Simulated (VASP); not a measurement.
# AlN (P6_3/mmc) in VASP: a series of runs

The runs below take AlN through single point, with PBEsol.

All numbers are computed with VASP 6.6.1; they aren't measurements. Logs are shortened: lines on timing, memory, paths and dates and some standing lists are left out, and cuts for length are marked.

## 1. Starting point

It takes space group P6_3/mmc (No. 194, hexagonal). Conventional cell: a = 3.312 Å, b = 3.312 Å, c = 4.188 Å, α = 90.00°, β = 90.00°, γ = 120.00°. Al (site symmetry -6m2) is surrounded by 5 N at 1.91 to 2.09 Å. N (site symmetry -6m2) is surrounded by 5 Al at 1.91 to 2.09 Å.

Measurements of this composition are mostly on another form, of space group No. 186.

## 2. Single point, PBEsol

INCAR

```
PREC     = Accurate       # precision mode
ENCUT    = 550            # plane-wave cutoff, eV
EDIFF    = 1E-4           # SCF threshold, eV
ISMEAR   = 0              # smearing method
SIGMA    = 0.05           # smearing width, eV
LREAL    = False          # projectors in reciprocal space
LASPH    = True           # aspherical terms in the spheres
NELM     = 100            # most SCF steps
ALGO     = Normal         # electronic algorithm
ISIF     = 2              # what is computed and relaxed
LWAVE    = False          # write WAVECAR
LCHARG   = False          # write CHGCAR
GGA      = PS             # functional
ADDGRID  = False
```

KPOINTS

```
regular mesh
0
Gamma
  10 10 7
```

POSCAR

```
AlN
1.0
    3.3121157418      0.0000000000      0.0000000000
   -1.6560578709      2.8683763727      0.0000000000
    0.0000000000      0.0000000000      4.1875630000
Al N
2 2
Direct
    0.6237580000      0.3299140000      0.2556100000
    0.3117670000      0.6288490000      0.7350250000
    0.6903480000      0.3199170000      0.7468030000
    0.3351220000      0.6696830000      0.2481240000
```

Potentials or basis: VASP PAW PBE potentials, release 64 (Al, N).

Started as:

```bash
$ cat potpaw_PBE.64/Al/POTCAR potpaw_PBE.64/N/POTCAR > POTCAR
$ mpirun -np 1 vasp_std > vasp.out
```

OUTCAR:

```text
PREC = Accurate
   ENCUT = 550
   EDIFF = 1E-4
   ISMEAR = 0
   LREAL = False
   LASPH = True
   NELM = 100
   ISIF = 2
   GGA = PS

 Found    352 irreducible k-points:

 Following reciprocal coordinates:
            Coordinates               Weight
  0.000000  0.000000  0.000000      1.000000
  0.100000 -0.000000  0.000000      2.000000
  0.000000  0.100000  0.000000      2.000000
 -0.100000  0.100000  0.000000      2.000000
  0.200000 -0.000000  0.000000      2.000000
  0.000000  0.200000  0.000000      2.000000
   k-points           NKPTS =    352   k-points in BZ     NKDIM =    352   number of bands    NBANDS=     12
   number of dos      NEDOS =    301   number of ions     NIONS =      4
   total plane-waves  NPLWV =  25088
   dimension x,y,z NGX =    28 NGY =   28 NGZ =   32
   dimension x,y,z NGXF=    56 NGYF=   56 NGZF=   64
   ions per type =               2   2
   NGX,Y,Z   is equivalent  to a cutoff of  14.05, 14.05, 12.70 a.u.
   NGXF,Y,Z  is equivalent  to a cutoff of  28.11, 28.11, 25.41 a.u.
 SYSTEM =  unknown system
   PREC   = accura    normal or accurate (medium, high low for compatibility)
   ISTART =      0    job   : 0-new  1-cont  2-samecut
   ICHARG =      2    charge: 1-file 2-atom 10-const
   ISPIN  =      1    spin polarized calculation?
   LNONCOLLINEAR =      F non collinear calculations
   LSORBIT =      F    spin-orbit coupling
   LASPH  =      T    aspherical Exc in radial PAW
   ENCUT  =  550.0 eV  40.42 Ry    6.36 a.u.   6.33  6.33  8.01*2*pi/ulx,y,z
   NELM   =    100;   NELMIN=  2; NELMDL= -5     # of ELM steps
   EDIFF  = 0.1E-03   stopping-criterion for ELM
   LREAL  =      F    real-space projection
   EDIFFG = 0.1E-02   stopping-criterion for IOM
   NSW    =      0    number of steps for IOM
   IBRION =     -1    ionic relax: 0-MD 1-quasi-New 2-CG
   NFREE  =      0    steps in history (QN), initial steepest desc. (CG)
   ISIF   =      2    stress and relaxation
   ISYM   =      2    0-nonsym 1-usesym 2-fastsym
   POTIM  = 0.5000    time-step for ionic-motion
   TEBEG  =    0.0;   TEEND  =   0.0 temperature during run
   PSTRESS=    0.0 pullay stress
   NELECT =      16.0000    total number of electrons
   NUPDOWN=      -1.0000    fix difference up-down
   EMIN   =  10.00;   EMAX   =-10.00  energy-range for DOS
   EFERMI =   0.00;   METHOD = LEGACY
   ISMEAR =     0;   SIGMA  =   0.05  broadening in eV -4-tet -1-fermi 0-gaus
   EFERMI_NEDOS =   21; number of points for ismear=-14 and -15
   IALGO  =     38    algorithm
   IMIX   =      4    mixing-type and parameters
     AMIX     =   0.40;   BMIX     =  1.00
     AMIX_MAG =   1.60;   BMIX_MAG =  1.00
  volume/ion in A,a.u.               =       9.95        67.12
  Fermi-wavevector in a.u.,A,eV,Ry     =   1.208409  2.283561 19.867927  1.460251
  Thomas-Fermi vector in A             =   2.344017
   LORBIT       =      0    0 simple, 1 ext, 2 COOP (PROOUT), +10 PAW based schemes
   GGA     = PS    functional components
   LHFCALC =     F    Hartree Fock is set to
   AEXX    =    0.0000 exact exchange contribution
   IVDW    =     0    specifies the selected vdW correction
   LEPSILON=     F    determine dielectric tensor
   LRPA    =     F    only Hartree local field effects (RPA)
 non-spin polarized calculation
 Gauss-broadening in eV      SIGMA  =   0.05
  energy-cutoff  :      550.00
  volume of cell :       39.78
 maximum number of plane-waves:      1193
 NGX is ok and might be reduce to    28
   NGX = 13   NGY = 13   NGZ = 17

 number of electron      15.9999999 magnetization

 Free energy of the ion-electron system (eV)
  ---------------------------------------------------
  ext. energy  EPLUGINS =         0.00000000
  ---------------------------------------------------
  free energy    TOTEN  =       -30.54654492 eV

  energy without entropy =      -30.54654492  energy(sigma->0) =      -30.54654492

 E-fermi :   8.1044     XC(G=0): -11.3510

 val. band max:        7.8479154588   @ k =   0.0000   0.0000   0.0000
 cond. band min:      10.9388365509   @ k =   0.0000   0.0000   0.0000
 fundamental gap:      3.0909210922
 Fermi energy:         8.1043620675

 k-point     1 :       0.0000    0.0000    0.0000
  band No.  band energies     occupation
      1      -8.9217      2.00000
      2      -5.2655      2.00000
      3       0.9540      2.00000
      4       4.5143      2.00000
      5       4.5588      2.00000
      6       6.0450      2.00000
      7       6.4555      2.00000
      8       7.8479      2.00000
      9      10.9388      0.00000
     10      12.1452      0.00000
     11      15.5505      0.00000
     12      16.4732      0.00000

 k-point     2 :       0.1000   -0.0000    0.0000
  band No.  band energies     occupation
      1      -8.8063      2.00000
      2      -5.2635      2.00000
      3       1.0786      2.00000
      4       4.1226      2.00000
      5       4.3861      2.00000
      6       5.8070      2.00000
      7       6.3119      2.00000
      8       7.6500      2.00000
      9      11.4455      0.00000
     10      12.6022      0.00000
     11      15.2414      0.00000
     12      16.6264      0.00000
[... 31 lines left out ...]
 k-point     5 :       0.2000   -0.0000    0.0000
  band No.  band energies     occupation
      1      -8.4719      2.00000
      2      -5.2892      2.00000
      3       1.4445      2.00000
      4       3.2222      2.00000
      5       4.0182      2.00000
      6       5.0022      2.00000
      7       6.3497      2.00000
      8       7.0902      2.00000
      9      12.2719      0.00000
     10      13.4505      0.00000
     11      14.9787      0.00000
     12      17.4017      0.00000

 k-point     6 :       0.0000    0.2000    0.0000
  band No.  band energies     occupation
      1      -8.4748      2.00000
      2      -5.2826      2.00000
      3       1.4402      2.00000
      4       3.1907      2.00000
      5       4.0236      2.00000
      6       5.0760      2.00000
      7       6.2884      2.00000
      8       7.1101      2.00000
      9      12.3017      0.00000
     10      13.4325      0.00000
     11      14.8747      0.00000
     12      17.0840      0.00000

 [... further k-points ...]

------------------------ aborting loop because EDIFF is reached ----------------------------------------

  FORCE on cell =-STRESS in cart. coord.  units (eV):
  Direction    XX          YY          ZZ          XY          YZ          ZX
  --------------------------------------------------------------------------------------
  -------------------------------------------------------------------------------------
  Total        0.9804105     -0.5157894     -0.6839834      0.2623845      0.0793529     -0.2428717
  in kB       39.4834919    -20.7720806    -27.5456559     10.5668574      3.1957336     -9.7810265
  external PRESSURE =      -2.9447482 kB  Pullay stress =       0.0000000 kB

 VOLUME and BASIS-vectors are now :
 -----------------------------------------------------------------------------
  energy-cutoff  :      550.00
  volume of cell :       39.78
      direct lattice vectors                 reciprocal lattice vectors
     3.312115742  0.000000000  0.000000000     0.301921816  0.174314642  0.000000000
    -1.656057871  2.868376373  0.000000000     0.000000000  0.348629284  0.000000000
     0.000000000  0.000000000  4.187563000     0.000000000  0.000000000  0.238802377

 POSITION                                       TOTAL-FORCE (eV/Angst)
 -----------------------------------------------------------------------------------
      1.51960      0.94632      1.07038         2.504688     -0.441312     -0.623859
     -0.00880      1.80378      3.07796         1.602681      1.577631      0.646720
      1.75671      0.91764      3.12728        -2.641995     -0.982337     -0.045318
      0.00093      1.92090      1.03903        -1.465374     -0.153982      0.022457
 -----------------------------------------------------------------------------------
    total drift:                                0.001185      0.000351     -0.000540

  FREE ENERGIE OF THE ION-ELECTRON SYSTEM (eV)
  ---------------------------------------------------
  free  energy   TOTEN  =       -30.5465449225 eV

  energy  without entropy=      -30.5465449225  energy(sigma->0) =      -30.54654492
```

OSZICAR:

```text
N       E                     dE             d eps       ncg     rms          rms(c)
DAV:   1     0.553908703381E+02    0.55391E+02   -0.79301E+03  8456   0.126E+03
DAV:   2    -0.305973048153E+02   -0.85988E+02   -0.78271E+02 12524   0.233E+02
DAV:   3    -0.348240193444E+02   -0.42267E+01   -0.42022E+01 11028   0.564E+01
DAV:   4    -0.348616764196E+02   -0.37657E-01   -0.37642E-01  9884   0.598E+00
DAV:   5    -0.348622439352E+02   -0.56752E-03   -0.56747E-03 10792   0.744E-01    0.114E+01
DAV:   6    -0.306371428479E+02    0.42251E+01   -0.14319E+01 10344   0.293E+01    0.408E+00
DAV:   7    -0.305878118137E+02    0.49331E-01   -0.59483E-01  9964   0.626E+00    0.274E+00
DAV:   8    -0.305504127024E+02    0.37399E-01   -0.84270E-02 10000   0.302E+00    0.492E-01
DAV:   9    -0.305463610467E+02    0.40517E-02   -0.16140E-02 10892   0.100E+00    0.246E-01
DAV:  10    -0.305465709059E+02   -0.20986E-03   -0.10447E-03 10016   0.281E-01    0.747E-02
DAV:  11    -0.305465449225E+02    0.25983E-04   -0.10240E-04  5580   0.103E-01
   1 F= -.30546545E+02 E0= -.30546545E+02  d E =-.151625E-15
```

It took 52 s on 1 thread of Intel Xeon 6975P-C (Granite Rapids), shared host; peak memory 0.28 GiB.

These settings aren't checked as converged: the numbers below hold their error.

Results:

```
Free energy            : -30.5465 eV
Pressure               : -0.3 GPa
Largest force          : 2.819 eV/Å
Band gap on the k mesh : 3.09 eV, direct
```

Caveat: the PAW data sets were made with another functional, which shifts forces and pressure a little; an odd mesh through Γ misses points on the zone boundary, where band edges often lie.

## 3. Single point, PBEsol

INCAR: that of step 2 with these lines changed.

```diff
@@ -1,4 +1,4 @@
 PREC     = Accurate       # precision mode
-ENCUT    = 550            # plane-wave cutoff, eV
-EDIFF    = 1E-4           # SCF threshold, eV
+ENCUT    = 450            # plane-wave cutoff, eV
+EDIFF    = 1E-6           # SCF threshold, eV
 ISMEAR   = 0              # smearing method
```

KPOINTS

```
regular mesh
0
Gamma
  11 11 8
```

POSCAR

```
AlN
1.0
    3.3121157418      0.0000000000      0.0000000000
   -1.6560578709      2.8683763727      0.0000000000
    0.0000000000      0.0000000000      4.1875630000
Al N
2 2
Direct
    0.6666666667      0.3333333333      0.2500000000
    0.3333333333      0.6666666667      0.7500000000
    0.6666666667      0.3333333333      0.7500000000
    0.3333333333      0.6666666667      0.2500000000
```

Potentials or basis: VASP PAW PBE potentials, release 64 (Al, N).

Started as:

```bash
$ cat potpaw_PBE.64/Al/POTCAR potpaw_PBE.64/N/POTCAR > POTCAR
$ mpirun -np 1 vasp_std > vasp.out
```

OUTCAR:

```text
PREC = Accurate
   ENCUT = 450
   EDIFF = 1E-6
   ISMEAR = 0
   LREAL = False
   LASPH = True
   NELM = 100
   ISIF = 2
   GGA = PS

 Found     80 irreducible k-points:

 Following reciprocal coordinates:
            Coordinates               Weight
  0.000000  0.000000  0.000000      1.000000
  0.090909  0.000000  0.000000      6.000000
  0.181818 -0.000000  0.000000      6.000000
  0.272727  0.000000  0.000000      6.000000
  0.363636  0.000000  0.000000      6.000000
  0.454545 -0.000000  0.000000      6.000000
   k-points           NKPTS =     80   k-points in BZ     NKDIM =     80   number of bands    NBANDS=     12
   number of dos      NEDOS =    301   number of ions     NIONS =      4
   total plane-waves  NPLWV =  17280
   dimension x,y,z NGX =    24 NGY =   24 NGZ =   30
   dimension x,y,z NGXF=    48 NGYF=   48 NGZF=   60
   ions per type =               2   2
   NGX,Y,Z   is equivalent  to a cutoff of  12.05, 12.05, 11.91 a.u.
   NGXF,Y,Z  is equivalent  to a cutoff of  24.09, 24.09, 23.82 a.u.
 SYSTEM =  unknown system
   PREC   = accura    normal or accurate (medium, high low for compatibility)
   ISTART =      0    job   : 0-new  1-cont  2-samecut
   ICHARG =      2    charge: 1-file 2-atom 10-const
   ISPIN  =      1    spin polarized calculation?
   LNONCOLLINEAR =      F non collinear calculations
   LSORBIT =      F    spin-orbit coupling
   LASPH  =      T    aspherical Exc in radial PAW
   ENCUT  =  450.0 eV  33.07 Ry    5.75 a.u.   5.73  5.73  7.24*2*pi/ulx,y,z
   NELM   =    100;   NELMIN=  2; NELMDL= -5     # of ELM steps
   EDIFF  = 0.1E-05   stopping-criterion for ELM
   LREAL  =      F    real-space projection
   EDIFFG = 0.1E-04   stopping-criterion for IOM
   NSW    =      0    number of steps for IOM
   IBRION =     -1    ionic relax: 0-MD 1-quasi-New 2-CG
   NFREE  =      0    steps in history (QN), initial steepest desc. (CG)
   ISIF   =      2    stress and relaxation
   ISYM   =      2    0-nonsym 1-usesym 2-fastsym
   POTIM  = 0.5000    time-step for ionic-motion
   TEBEG  =    0.0;   TEEND  =   0.0 temperature during run
   PSTRESS=    0.0 pullay stress
   NELECT =      16.0000    total number of electrons
   NUPDOWN=      -1.0000    fix difference up-down
   EMIN   =  10.00;   EMAX   =-10.00  energy-range for DOS
   EFERMI =   0.00;   METHOD = LEGACY
[... 22 lines left out ...]
   NGX = 11   NGY = 11   NGZ = 15

 number of electron      15.9999997 magnetization

 Free energy of the ion-electron system (eV)
  ---------------------------------------------------
  ext. energy  EPLUGINS =         0.00000000
  ---------------------------------------------------
  free energy    TOTEN  =       -30.94275937 eV

  energy without entropy =      -30.94275937  energy(sigma->0) =      -30.94275937

 E-fermi :   8.0911     XC(G=0): -11.3532

 val. band max:        7.8628114945   @ k =   0.0000   0.0000   0.0000
 cond. band min:      11.0476458055   @ k =   0.0000   0.0000   0.0000
 fundamental gap:      3.1848343110
 Fermi energy:         8.0911294568

 k-point     1 :       0.0000    0.0000    0.0000
  band No.  band energies     occupation
      1      -8.9058      2.00000
      2      -5.2326      2.00000
      3       0.9377      2.00000
      4       4.5770      2.00000
      5       4.5770      2.00000
      6       6.2449      2.00000
      7       6.2449      2.00000
      8       7.8628      2.00000
      9      11.0476      0.00000
     10      12.1995      0.00000
     11      15.9945      0.00000
     12      15.9945      0.00000
[... 61 lines left out ...]
 k-point     6 :       0.4545   -0.0000    0.0000
  band No.  band energies     occupation
      1      -7.1140      2.00000
      2      -5.8071      2.00000
      3       1.4012      2.00000
      4       2.9915      2.00000
      5       3.3737      2.00000
      6       3.5705      2.00000
      7       5.0653      2.00000
      8       6.4040      2.00000
      9      11.6582      0.00000
     10      14.8673      0.00000
     11      14.9680      0.00000
     12      17.0626      0.00000

 [... further k-points ...]

------------------------ aborting loop because EDIFF is reached ----------------------------------------

  FORCE on cell =-STRESS in cart. coord.  units (eV):
  Direction    XX          YY          ZZ          XY          YZ          ZX
  --------------------------------------------------------------------------------------
  -------------------------------------------------------------------------------------
  Total       -1.0227101     -1.0227101     -1.2783987      0.0000000     -0.0000000      0.0000000
  in kB      -41.1869991    -41.1869991    -51.4841910      0.0000000     -0.0000000      0.0000000
  external PRESSURE =     -44.6193964 kB  Pullay stress =       0.0000000 kB

 VOLUME and BASIS-vectors are now :
 -----------------------------------------------------------------------------
  energy-cutoff  :      450.00
  volume of cell :       39.78
      direct lattice vectors                 reciprocal lattice vectors
     3.312115742  0.000000000  0.000000000     0.301921816  0.174314642  0.000000000
    -1.656057871  2.868376373  0.000000000     0.000000000  0.348629284  0.000000000
     0.000000000  0.000000000  4.187563000     0.000000000  0.000000000  0.238802377

 POSITION                                       TOTAL-FORCE (eV/Angst)
 -----------------------------------------------------------------------------------
      1.65606      0.95613      1.04689         0.000000     -0.000000      0.000000
     -0.00000      1.91225      3.14067        -0.000000      0.000000      0.000000
      1.65606      0.95613      3.14067        -0.000000      0.000000      0.000000
     -0.00000      1.91225      1.04689        -0.000000     -0.000000      0.000000
 -----------------------------------------------------------------------------------
    total drift:                               -0.000000     -0.000000     -0.000000

  FREE ENERGIE OF THE ION-ELECTRON SYSTEM (eV)
  ---------------------------------------------------
  free  energy   TOTEN  =       -30.9427593735 eV

  energy  without entropy=      -30.9427593735  energy(sigma->0) =      -30.94275937
```

It took 9 s on 1 thread of Intel Xeon 6975P-C (Granite Rapids), shared host; peak memory 0.15 GiB.

The run converged, but some of its settings lie outside the range that counts as converged, so its numbers aren't taken as properties of the crystal.

What came out:

```yaml
Free_energy: -30.9428 eV
Band_gap_on_the_k_mesh: 3.18 eV, direct
```

Caveat: the cutoff is under 1.25 times the usual one of these potentials, so pressure, stress and relaxed cells hold a basis-set (Pulay) error; the PAW data sets were made with another functional, which shifts forces and pressure a little; an odd mesh through Γ misses points on the zone boundary, where band edges often lie.

(Continued in part 2 of 2.)
